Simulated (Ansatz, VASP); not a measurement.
**One calculation of Cu, two programs**

```xyz
1
Lattice="-1.4426 1.4426 1.4426 1.4426 -1.4426 1.4426 1.4426 1.4426 -1.4426" Properties=species:S:1:pos:R:3 pbc="T T T"
Cu    0.0000    0.0000    0.0000
```

Alike in both runs: functional PBE; k mesh 16 × 16 × 16; occupations fermi-dirac, width 0.08 eV; no spin polarisation.

Ansatz relaxed the structure, and its values are those at the end. VASP's run is a single point on that final structure, the one shown.

|  | VASP | Ansatz |
| --- | --- | --- |
| version | VASP 6.6.1 | Ansatz 0.2.0 |
| potentials or method | VASP PAW PBE potentials, release 64 (Cu) | PAW with Ansatz's default frozen-core files, scalar-relativistic |
| plane-wave cutoff (eV) | 520 | 420 |
| valence electrons in the cell | 11 | 19 |

VASP gave:

```
pressure (GPa) : 0.8
```

Estimate Ansatz's values.

pressure (GPa): 0.0.

The two sets of potentials don't hold the same shells in valence.
